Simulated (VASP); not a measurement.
# MoS2 (P6_3/mmc) in VASP: settings compared, part 2 of 2

VASP 6.6.1. The steps go on from the part before.

### 4 Relaxation of cell and atoms, PBE, target pressure 9.6 GPa, at which the enthalpy is minimised

This run uses another cell than the first one, of 16.16 Å³/atom, 0.950 times its volume.

Contents of INCAR:

```
SYSTEM = MoS2
  PREC = Accurate
  ENCUT = 600
  EDIFF = 1E-7
  ISMEAR = 0
  SIGMA = 0.03
  LREAL = .False.
  LASPH = .True.
  NELM = 80
  ALGO = Normal
  ISIF = 3
  LWAVE = .False.
  LCHARG = .False.
  GGA = PE
  IBRION = 2
  NSW = 90
  EDIFFG = -0.005
  PSTRESS = 96.0
  KPAR = 2
```

Contents of KPOINTS:

```
Automatic mesh
0
Gamma
  12 12 3
  0 0 0
```

Contents of POSCAR:

```
MoS2                                    
1.0
    3.1090052429     -0.0000000000      0.0000000000
   -1.5545026215      2.6924775209      0.0000000000
   -0.0000000000      0.0000000000     11.5821657651
  Mo              S             
     2     4
Direct
     0.3333333332999970    0.6666666667000030    0.2500000000000000
     0.6666666667000030    0.3333333332999970    0.7500000000000000
     0.3333333332999970    0.6666666667000030    0.6145975718456815
     0.6666666667000030    0.3333333332999970    0.1145975718456815
     0.3333333332999970    0.6666666667000030    0.8854024281543185
     0.6666666667000030    0.3333333332999970    0.3854024281543185
```

Potentials or basis: VASP PAW PBE potentials, release 64 (Mo_sv, S).

Command:

```sh
$ cat potpaw_PBE.64/Mo_sv/POTCAR potpaw_PBE.64/S/POTCAR > POTCAR
$ mpirun -np 2 vasp_std > vasp.out
```

OUTCAR:

```text
SYSTEM = MoS2
   PREC = Accurate
   ENCUT = 600
   EDIFF = 1E-7
   ISMEAR = 0
   LREAL = .False.
   LASPH = .True.
   NELM = 80
   ISIF = 3
   GGA = PE
   IBRION = 2
   NSW = 90
   EDIFFG = -0.005
   PSTRESS = 96.0

 ion  position               nearest neighbor table
   1  0.333  0.667  0.250-   4 2.38   6 2.38   4 2.38   6 2.38   4 2.38   6 2.38
   2  0.667  0.333  0.750-   3 2.38   5 2.38   3 2.38   5 2.38   3 2.38   5 2.38
   3  0.333  0.667  0.615-   2 2.38   2 2.38   2 2.38
   4  0.667  0.333  0.115-   1 2.38   1 2.38   1 2.38
   5  0.333  0.667  0.885-   2 2.38   2 2.38   2 2.38
   6  0.667  0.333  0.385-   1 2.38   1 2.38   1 2.38

  LATTYP: Found a hexagonal cell.
 ALAT       =     3.1090052429
 C/A-ratio  =     3.7253606412

  Lattice vectors:

 A1 = (   3.1090052429,   0.0000000000,   0.0000000000)
 A2 = (  -1.5545026215,   2.6924775209,   0.0000000000)
 A3 = (   0.0000000000,   0.0000000000,  11.5821657651)

Analysis of symmetry for initial positions (statically):
=====================================================================
 Subroutine PRICEL returns:
 Original cell was already a primitive cell.

 Routine SETGRP: Setting up the symmetry group for a
 hexagonal supercell.

[... 184 lines left out ...]
  Direction    XX          YY          ZZ          XY          YZ          ZX
  --------------------------------------------------------------------------------------
  -------------------------------------------------------------------------------------
  Total        5.7732502      5.7732502      5.7649214     -0.0000000      0.0000000      0.0000000
  in kB       95.4042337     95.4042337     95.2665985     -0.0000000      0.0000000      0.0000000
  external PRESSURE =      -0.6416447 kB  Pullay stress =      96.0000000 kB
[... 281 lines left out ...]
--------------------------------------- Ionic step        8  -------------------------------------------

 number of electron      51.9999999 magnetization

 Free energy of the ion-electron system (eV)
  ---------------------------------------------------
  ext. energy  EPLUGINS =         0.00000000
  ---------------------------------------------------
  free energy    TOTEN  =       -43.25830351 eV

  energy without entropy =      -43.25830351  energy(sigma->0) =      -43.25830351

 E-fermi :   9.3008     XC(G=0): -11.4475

 val. band max:        9.0527354438   @ k =   0.0000   0.0000   0.0000
 cond. band min:       9.5786569436   @ k =   0.1667   0.1667   0.0000
 fundamental gap:      0.5259214998
 Fermi energy:         9.3008211434

 k-point     1 :       0.0000    0.0000    0.0000
  band No.  band energies     occupation
      1     -52.6045      2.00000
      2     -52.6045      2.00000
      3     -26.7999      2.00000
      4     -26.7995      2.00000
      5     -26.5098      2.00000
      6     -26.5098      2.00000
[... 805 lines left out ...]
     30      10.8538      0.00000
     31      11.7742      0.00000

 [... further k-points ...]

------------------------ aborting loop because EDIFF is reached ----------------------------------------

  FORCE on cell =-STRESS in cart. coord.  units (eV):
  Direction    XX          YY          ZZ          XY          YZ          ZX
  --------------------------------------------------------------------------------------
  -------------------------------------------------------------------------------------
  Total        5.8112202      5.8112202      5.7969276     -0.0000000     -0.0000000      0.0000000
  in kB       96.0785754     96.0785754     95.8422704     -0.0000000     -0.0000000      0.0000000
  external PRESSURE =      -0.0001930 kB  Pullay stress =      96.0000000 kB
[... 25 lines left out ...]
  energy  without entropy=      -43.2583035070  energy(sigma->0) =      -43.25830351

  enthalpy is  TOTEN    =       -37.4518358162 eV   P V=        5.8064676909

 reached required accuracy - stopping structural energy minimisation
```

OSZICAR:

```text
N       E                     dE             d eps       ncg     rms          rms(c)
DAV:   1     0.513909536631E+03    0.51391E+03   -0.32010E+04  2524   0.181E+03
[... 60 lines left out ...]
DAV:   1    -0.432583144766E+02    0.85117E-03   -0.63294E-04  2510   0.160E-01    0.298E-02
DAV:   2    -0.432583051728E+02    0.93038E-05   -0.84490E-05  2717   0.586E-02    0.193E-02
DAV:   3    -0.432583030449E+02    0.21279E-05   -0.82617E-06  2690   0.137E-02    0.737E-03
DAV:   4    -0.432583027731E+02    0.27179E-06   -0.16402E-06  2637   0.754E-03    0.595E-03
DAV:   5    -0.432583031886E+02   -0.41542E-06   -0.95554E-08  1563   0.198E-03    0.299E-03
DAV:   6    -0.432583034783E+02   -0.28975E-06   -0.15666E-07  1655   0.186E-03    0.362E-04
DAV:   7    -0.432583035070E+02   -0.28742E-07   -0.21795E-08  1430   0.975E-04
   8 F= -.37451836E+02 E0= -.37451836E+02  d E =-.508674E-05
```

CONTCAR:

```text
MoS2
   1.00000000000000
     3.1085368084868858   -0.0000000000036562    0.0000000000000000
    -1.5542684042966020    2.6920718448063377   -0.0000000000000000
    -0.0000000000000000    0.0000000000000000   11.5800038280441484
  Mo              S
     2     4
Direct
     0.3333333332999970    0.6666666667000030    0.2500000000000000
     0.6666666667000030    0.3333333332999970    0.7500000000000000
     0.3333333332999970    0.6666666667000030    0.6145721589632037
     0.6666666667000030    0.3333333332999970    0.1145721589632038
     0.3333333332999970    0.6666666667000030    0.8854278410367963
     0.6666666667000030    0.3333333332999970    0.3854278410367963

  0.00000000E+00  0.00000000E+00  0.00000000E+00
  0.00000000E+00  0.00000000E+00  0.00000000E+00
  0.00000000E+00  0.00000000E+00  0.00000000E+00
  0.00000000E+00  0.00000000E+00  0.00000000E+00
  0.00000000E+00  0.00000000E+00  0.00000000E+00
  0.00000000E+00  0.00000000E+00  0.00000000E+00
```

It took 4.9 min on 2 MPI ranks of Intel Xeon Platinum 8259CL at 2.50GHz (Skylake/Cascade Lake), shared host; peak memory 0.32 GiB.

What came out:

```
Free energy                                            : -43.2583 eV
Relaxed volume                                         : 16.15 Å³/atom
Relaxed cell                                           : a = 3.109 Å, b = 3.109 Å, c = 11.580 Å, α = 90.00°, β = 90.00°, γ = 120.00°
Space group after relaxing (to 0.05 Å)                 : P6_3/mmc (No. 194)
Energy change on relaxing (the enthalpy is what falls) : +0.5 meV/atom
Ionic steps                                            : 8
Pressure after relaxing                                : 9.6 GPa
Largest force after relaxing                           : 0.003 eV/Å
Band gap on the k mesh                                 : 0.53 eV, indirect (least direct gap 1.80 eV)
```

Forces on the atoms (eV/Å):
```
Mo   0.000  0.000  0.000
Mo   0.000  0.000  0.000
S    0.000  0.000 -0.003
S    0.000  0.000 -0.003
S    0.000  0.000  0.003
S    0.000  0.000  0.003
```

The path:
| step | energy change (eV) | largest force (eV/Å) | pressure (GPa) | volume (Å³) |
| --- | --- | --- | --- | --- |
| 1 | 0.0000 | 0.0011 | 9.54 | 96.95 |
| 2 | 0.0054 | 0.0158 | 9.71 | 96.86 |
| 3 | 0.0022 | 0.0071 | 9.61 | 96.92 |
| 4 | 0.0020 | 0.0065 | 9.61 | 96.92 |
| 5 | 0.0018 | 0.0060 | 9.60 | 96.92 |
| 6 | 0.0019 | 0.0063 | 9.59 | 96.92 |
| 7 | 0.0020 | 0.0064 | 9.60 | 96.92 |
| 8 | 0.0028 | 0.0031 | 9.60 | 96.91 |

Final structure:
```xyz
6
Lattice="3.1085 0.0000 0.0000 -1.5543 2.6921 0.0000 0.0000 0.0000 11.5800" Properties=species:S:1:pos:R:3 pbc="T T T"
Mo    0.0000    1.7947    2.8950
Mo    1.5543    0.8974    8.6850
S     0.0000    1.7947    7.1167
S     1.5543    0.8974    1.3267
S     0.0000    1.7947   10.2533
S     1.5543    0.8974    4.4633
```

Levels at points of the mesh, in eV from the valence-band top:
```csv
k point,band 22,band 23,band 24,band 25,band 26,band 27,band 28,band 29,band 30,band 31
"(0.00, 0.00, 0.00)",-2.25,-2.25,-1.60,-0.88,0.00,2.00,2.00,2.05,2.05,2.06
"(0.50, 0.00, 0.00)",-2.73,-2.00,-1.75,-1.55,-1.51,1.59,1.67,1.89,2.35,2.69
```

Caveat: the cell is relaxed towards a set pressure, so the enthalpy falls and the energy may rise; an odd mesh through Γ misses points on the zone boundary, where band edges often lie.

### 5 Relaxation of cell and atoms, PBE+D3(BJ)

This run uses another cell than the first one, of 17.86 Å³/atom, 1.050 times its volume.

Contents of INCAR:

```
  ALGO = Normal
  EDIFF = 1E-6
  EDIFFG = -0.01
  ENCUT = 600
  GGA = PE
  IBRION = 2
  ISIF = 3
  ISMEAR = 0
  IVDW = 12
  KPAR = 2
  LASPH = True
  LCHARG = False
  LREAL = False
  LWAVE = False
  NELM = 80
  NSW = 90
  PREC = Accurate
  SIGMA = 0.03
```

Contents of KPOINTS:

```
k-points
0
Gamma
  12 12 3
```

Contents of POSCAR:

```
MoS2
1.0
    3.1690000000      0.0000000000      0.0000000000
   -1.5845000000      2.7444345046      0.0000000000
    0.0000000000      0.0000000000     12.3240000000
Mo S
2 4
Direct
    0.3333333333      0.6666666667      0.2500000000
    0.6666666667      0.3333333333      0.7500000000
    0.3333333333      0.6666666667      0.6230000000
    0.6666666667      0.3333333333      0.1230000000
    0.3333333333      0.6666666667      0.8770000000
    0.6666666667      0.3333333333      0.3770000000
```

Potentials or basis: VASP PAW PBE potentials, release 64 (Mo_sv, S).

Command:

```sh
$ cat potpaw_PBE.64/Mo_sv/POTCAR potpaw_PBE.64/S/POTCAR > POTCAR
$ mpirun -np 2 vasp_std > vasp.out
```

OUTCAR:

```text
EDIFF = 1E-6
   EDIFFG = -0.01
   ENCUT = 600
   GGA = PE
   IBRION = 2
   ISIF = 3
   ISMEAR = 0
   IVDW = 12
   LASPH = True
   LREAL = False
   NELM = 80
   NSW = 90
   PREC = Accurate
 IVDW          = 12

 ion  position               nearest neighbor table
   1  0.333  0.667  0.250-   4 2.41   6 2.41   4 2.41   6 2.41   4 2.41   6 2.41
   2  0.667  0.333  0.750-   3 2.41   5 2.41   3 2.41   5 2.41   3 2.41   5 2.41
   3  0.333  0.667  0.623-   2 2.41   2 2.41   2 2.41
   4  0.667  0.333  0.123-   1 2.41   1 2.41   1 2.41
   5  0.333  0.667  0.877-   2 2.41   2 2.41   2 2.41
   6  0.667  0.333  0.377-   1 2.41   1 2.41   1 2.41

  LATTYP: Found a hexagonal cell.
 ALAT       =     3.1690000000
 C/A-ratio  =     3.8889239508

  Lattice vectors:

 A1 = (   3.1690000000,   0.0000000000,   0.0000000000)
 A2 = (  -1.5845000000,   2.7444345046,   0.0000000000)
 A3 = (   0.0000000000,   0.0000000000,  12.3240000000)

Analysis of symmetry for initial positions (statically):
=====================================================================
 Subroutine PRICEL returns:
 Original cell was already a primitive cell.

 Routine SETGRP: Setting up the symmetry group for a
 hexagonal supercell.

 Subroutine GETGRP returns: Found 24 space group operations
 (whereof 12 operations were pure point group operations)
 out of a pool of 24 trial point group operations.

[... 172 lines left out ...]
  ---------------------------------------------------
  free energy    TOTEN  =       -43.61556826 eV

  energy without entropy =      -43.61556826  energy(sigma->0) =      -43.61556826

------------------------ aborting loop because EDIFF is reached ----------------------------------------

 Edisp (eV)   -2.54058

 E8    (eV) :    -1.0246
[... 117 lines left out ...]
  FREE ENERGIE OF THE ION-ELECTRON SYSTEM (eV)
  ---------------------------------------------------
  free  energy   TOTEN  =       -46.1649997678 eV

  energy  without entropy=      -46.1649997678  energy(sigma->0) =      -46.16499977

[... ionic steps 4 to 8 ...]

--------------------------------------- Ionic step        9  -------------------------------------------

 number of electron      51.9999995 magnetization

------------------------ aborting loop because EDIFF is reached ----------------------------------------
[... 83 lines left out ...]
--------------------------------------- Ionic step       11  -------------------------------------------

 number of electron      51.9999995 magnetization

 Free energy of the ion-electron system (eV)
  ---------------------------------------------------
  ext. energy  EPLUGINS =         0.00000000
  ---------------------------------------------------
  free energy    TOTEN  =       -43.54675975 eV

  energy without entropy =      -43.54675975  energy(sigma->0) =      -43.54675975

 E-fermi :   8.1200     XC(G=0): -11.0163

 val. band max:        7.9540423699   @ k =   0.0000   0.0000   0.0000
 cond. band min:       8.7544225341   @ k =   0.1667   0.1667   0.0000
 fundamental gap:      0.8003801642
 Fermi energy:         8.1199746700

 k-point     1 :       0.0000    0.0000    0.0000
  band No.  band energies     occupation
      1     -53.5849      2.00000
      2     -53.5849      2.00000
      3     -27.7499      2.00000
      4     -27.7498      2.00000
      5     -27.5079      2.00000
      6     -27.5079      2.00000
[... 805 lines left out ...]
     30       9.8174      0.00000
     31      10.7021      0.00000

 [... further k-points ...]

------------------------ aborting loop because EDIFF is reached ----------------------------------------

 Edisp (eV)   -2.62633

 E8    (eV) :    -1.0590
[... 29 lines left out ...]
  FREE ENERGIE OF THE ION-ELECTRON SYSTEM (eV)
  ---------------------------------------------------
  free  energy   TOTEN  =       -46.1730896562 eV

  energy  without entropy=      -46.1730896562  energy(sigma->0) =      -46.17308966

 reached required accuracy - stopping structural energy minimisation
```

Run time: 10 min. Hardware: 2 MPI ranks of Intel Xeon Platinum 8259CL at 2.50GHz (Skylake/Cascade Lake), shared host; peak memory 0.35 GiB.

Results:

```
Free energy                            : -46.1731 eV
Relaxed volume                         : 17.30 Å³/atom
Relaxed cell                           : a = 3.149 Å, b = 3.149 Å, c = 12.089 Å, α = 90.00°, β = 90.00°, γ = 120.00°
Space group after relaxing (to 0.05 Å) : P6_3/mmc (No. 194)
Energy gained by relaxing              : 2.8 meV/atom
Ionic steps                            : 11
Pressure after relaxing                : 0.0 GPa
Band gap on the k mesh                 : 0.80 eV, indirect (least direct gap 1.71 eV)
Dispersion energy per atom             : -0.438 eV
```

The path:
| step | energy change (eV) | largest force (eV/Å) | pressure (GPa) | volume (Å³) |
| --- | --- | --- | --- | --- |
| 1 | 0.0000 | 0.0753 | -2.05 | 107.18 |
| 2 | 0.0163 | 0.5260 | 3.47 | 103.67 |
| 3 | -0.0088 | 0.1417 | -0.09 | 105.86 |
| 4 | -0.0114 | 0.0580 | -0.06 | 105.44 |
| 5 | -0.0115 | 0.0366 | -0.07 | 105.33 |
| 6 | -0.0130 | 0.0355 | -0.03 | 105.08 |
| 7 | -0.0160 | 0.0313 | 0.07 | 104.31 |
| 8 | -0.0149 | 0.0206 | 0.41 | 102.76 |
| 9 | -0.0168 | 0.0313 | 0.21 | 103.72 |
| 10 | -0.0145 | 0.1359 | -1.02 | 104.15 |
| 11 | -0.0169 | 0.0015 | -0.01 | 103.80 |

Final structure:
```
CELL_PARAMETERS angstrom
3.14878 0.00000 0.00000
-1.57439 2.72692 0.00000
0.00000 0.00000 12.08852
ATOMIC_POSITIONS crystal
Mo 0.33333 0.66667 0.25000
Mo 0.66667 0.33333 0.75000
S 0.33333 0.66667 0.62053
S 0.66667 0.33333 0.12053
S 0.33333 0.66667 0.87947
S 0.66667 0.33333 0.37947
```

Levels at points of the mesh, in eV from the valence-band top:
```tsv
k point	band 23	band 24	band 25	band 26	band 27	band 28	band 29	band 30
(0.00, 0.00, 0.00)	-2.15	-1.27	-1.11	0.00	2.09	2.09	2.13	2.13
(0.50, 0.00, 0.00)	-1.78	-1.52	-1.49	-1.33	1.62	1.68	2.00	2.31
```

Caveat: an odd mesh through Γ misses points on the zone boundary, where band edges often lie.

### 6 Relaxation of cell and atoms, PBE+D3(BJ)

This run uses another cell than the first one, of 17.30 Å³/atom, 1.017 times its volume.

Changes to INCAR since step 5:

```diff
@@ -1,4 +1,4 @@
   ALGO = Normal
-  EDIFF = 1E-6
-  EDIFFG = -0.01
+  EDIFF = 1E-7
+  EDIFFG = -0.005
   ENCUT = 600
```

KPOINTS is that of step 5.

Contents of POSCAR:

```
MoS2                                    
1.0
    3.1487811847      0.0000000000     -0.0000000000
   -1.5743905923      2.7269244969      0.0000000000
    0.0000000000      0.0000000000     12.0885171618
  Mo              S             
     2     4
Direct
     0.3333333332999970    0.6666666667000030    0.2500000000000000
     0.6666666667000030    0.3333333332999970    0.7500000000000000
     0.3333333332999970    0.6666666667000030    0.6205253139512723
     0.6666666667000030    0.3333333332999970    0.1205253139512724
     0.3333333332999970    0.6666666667000030    0.8794746860487277
     0.6666666667000030    0.3333333332999970    0.3794746860487276
```

Potentials or basis: VASP PAW PBE potentials, release 64 (Mo_sv, S).

Command:

```sh
$ cat potpaw_PBE.64/Mo_sv/POTCAR potpaw_PBE.64/S/POTCAR > POTCAR
$ mpirun -np 2 vasp_std > vasp.out
```

It took 1.8 min on 2 MPI ranks of Intel Xeon Platinum 8259CL at 2.50GHz (Skylake/Cascade Lake), shared host; peak memory 0.32 GiB.

The run converged. Its results:

```
Free energy                : -46.1718 eV
Pressure after relaxing    : 0.0 GPa
Band gap on the k mesh     : 0.80 eV, indirect (least direct gap 1.71 eV)
Dispersion energy per atom : -0.438 eV
```

Final structure:
```
Mo S
1.0
     3.14878    0.00000    0.00000
    -1.57439    2.72692    0.00000
     0.00000    0.00000   12.08852
Mo S
2 4
Direct
  0.33333 0.66667 0.25000
  0.66667 0.33333 0.75000
  0.33333 0.66667 0.62053
  0.66667 0.33333 0.12053
  0.33333 0.66667 0.87947
  0.66667 0.33333 0.37947
```

Levels at points of the mesh, in eV from the valence-band top:
| k point | band 24 | band 25 | band 26 | band 27 | band 28 | band 29 |
| --- | --- | --- | --- | --- | --- | --- |
| (0.00, 0.00, 0.00) | -1.27 | -1.11 | 0.00 | 2.09 | 2.09 | 2.13 |
| (0.50, 0.00, 0.00) | -1.52 | -1.49 | -1.33 | 1.62 | 1.68 | 2.00 |

Caveat: the relaxation stopped at its first step, so nothing moved; an odd mesh through Γ misses points on the zone boundary, where band edges often lie.

### 7 Overview

```csv
level,potentials or basis,cell,target pressure,gap on the mesh (eV),pressure (GPa)
LDA,"VASP PAW LDA potentials, release 64 (Mo_sv, S)",relaxed,-,0.74,0.0
PBE,"VASP PAW PBE potentials, release 64 (Mo_sv, S)",relaxed to 9.6 GPa,9.6 GPa,0.53,9.6
PBE+D3(BJ),"VASP PAW PBE potentials, release 64 (Mo_sv, S)",relaxed,-,0.80,0.0
```

Alike in all rows: task relaxation of cell and atoms; no spin polarisation; k mesh 12 × 12 × 3; cutoff (eV) 600; smearing gaussian 0.03 eV.

Caveats: an odd mesh through Γ misses points on the zone boundary, where band edges often lie; the cell is relaxed towards a set pressure, so the enthalpy falls and the energy may rise (some runs); the relaxation stopped at its first step, so nothing moved (some runs).

Absolute energies hang on the potentials; compare differences alone.
